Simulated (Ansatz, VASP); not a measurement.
CoO: VASP beside Ansatz

INCAR

```
ALGO = Normal
EDIFF = 1E-6
ENCUT = 520
GGA = PE
ISIF = 2
ISMEAR = 0
LASPH = T
LCHARG = F
LREAL = F
LWAVE = F
NBANDS = 14
NELM = 80
PREC = Accurate
SIGMA = 0.05
```

KPOINTS

```
k-points
0
Gamma
  14 14 14
```

POSCAR

```
CoO
1.0
    0.0000000000      2.0778836380      2.0778836380
    2.0778836380      0.0000000000      2.0778836380
    2.0778836380      2.0778836380      0.0000000000
Co O
1 1
Direct
    0.0000000000      0.0000000000      0.0000000000
    0.5000000000      0.5000000000      0.5000000000
```

Input for Ansatz:

```yaml
crystal:
  lattice:
    - [0.0, 2.077883638, 2.077883638]
    - [2.077883638, 0.0, 2.077883638]
    - [2.077883638, 2.077883638, 0.0]
  atoms:
    - { symbol: Co, position: [0.0, 0.0, 0.0] }
    - { symbol: O, position: [0.5, 0.5, 0.5] }
basis:
  ecutwfc: 420
  ecutrho_ratio: 4
kpoints:
  mp_grid: { grid: [14, 14, 14] }
hamiltonian:
  xc: pbe
scf:
  occupations: { method: gaussian, width: 0.05 }
output:
  forces: true
  stress: true
  eigenvalues: true
```

Alike in both runs: task single point; functional PBE; k mesh 14 × 14 × 14; occupations gaussian, width 0.05 eV; no spin polarisation.

|  | VASP | Ansatz |
| --- | --- | --- |
| version | VASP 6.6.1 | Ansatz 0.2.0 |
| potentials or method | VASP PAW PBE potentials, release 64 (Co, O) | scalar-relativistic, plane waves, PAW |
| plane-wave cutoff (eV) | 520 | 420 |
| valence electrons in the cell | 15 | 23 |

|  | VASP | Ansatz | Ansatz less VASP |
| --- | --- | --- | --- |
| gap on the k mesh at the Fermi level (eV) | none | none | - |
| pressure (GPa) | -7.9 | -8.0 | -0.09 |

A gap of «none» marks a metal or a gap that the smearing closes. With one functional, cell and mesh, what is left measures potentials, basis and numerics. The two sets of potentials don't hold the same shells in valence.

Caveats: an odd number of electrons without spin polarisation forces a metal; a magnetic or distorted state may lie lower; the run has no spin polarisation, though such a crystal can be magnetic; semilocal functionals often make such compounds metallic where correlation or magnetic order opens a gap, which also shifts bond lengths. Spin polarisation is off, so any magnetic state and its effect on volume and gap are missing.
